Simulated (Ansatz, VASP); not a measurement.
Two plane-wave programs on CaO

INCAR

```
SYSTEM = CaO
  PREC = Accurate
  ENCUT = 520
  EDIFF = 1E-6
  ISMEAR = 0
  SIGMA = 0.1
  LREAL = .FALSE.
  LASPH = .TRUE.
  NELM = 100
  ALGO = Fast
  ISIF = 2
  LWAVE = .FALSE.
  LCHARG = .TRUE.
  GGA = PS
  LELF = .TRUE.
  LVHAR = .TRUE.
  NBANDS = 24
```

Contents of KPOINTS:

```
regular mesh
0
G
  6 6 4
  0 0 0
```

POSCAR

```
CaO
1.0
    3.9245114740      0.0000000000      0.0000000000
   -1.9622557370      3.3987266339      0.0000000000
    0.0000000000      0.0000000000      4.4269822372
Ca O
2 2
Direct
    0.6666666700      0.3333333300      0.7500000000
    0.3333333300      0.6666666700      0.2500000000
    0.6666666700      0.3333333300      0.2500000000
    0.3333333300      0.6666666700      0.7500000000
```

Input for Ansatz:

```yaml
crystal:
  lattice:
    - [3.924511474, 0.0, 0.0]
    - [-1.962255737, 3.3987266339, 0.0]
    - [0.0, 0.0, 4.4269822372]
  atoms:
    - { symbol: Ca, position: [0.66666667, 0.33333333, 0.75] }
    - { symbol: Ca, position: [0.33333333, 0.66666667, 0.25] }
    - { symbol: O, position: [0.66666667, 0.33333333, 0.25] }
    - { symbol: O, position: [0.33333333, 0.66666667, 0.75] }
basis:
  ecutwfc: 420
kpoints:
  mp_grid: { grid: [6, 6, 4] }
hamiltonian:
  xc: pbesol
scf:
  occupations: { method: gaussian, width: 0.1 }
output:
  forces: true
  stress: true
  eigenvalues: true
```

Alike in both runs: task single point; functional PBEsol; k mesh 6 × 6 × 4; occupations gaussian, width 0.1 eV; no spin polarisation.

|  | VASP | Ansatz |
| --- | --- | --- |
| version | VASP 6.6.1 | Ansatz 0.2.0 |
| potentials or method | VASP PAW PBE potentials, release 64 (Ca_sv, O) | scalar-relativistic, plane waves, PAW |
| plane-wave cutoff (eV) | 520 | 420 |
| valence electrons in the cell | 32 | 32 |

```csv
,VASP,Ansatz,Ansatz less VASP
gap on the k mesh at the Fermi level (eV),3.06,3.08,+0.021
least direct gap on the mesh (eV),3.06,3.08,+0.021
pressure (GPa),12.1,11.3,-0.83
largest component of the traceless stress (GPa),11.32,10.90,-0.416
```

The functional is the same, so the differences come from potentials, cutoffs and numerics.

Caveats: the PAW data sets were made with another functional, which shifts forces and pressure a little (VASP).
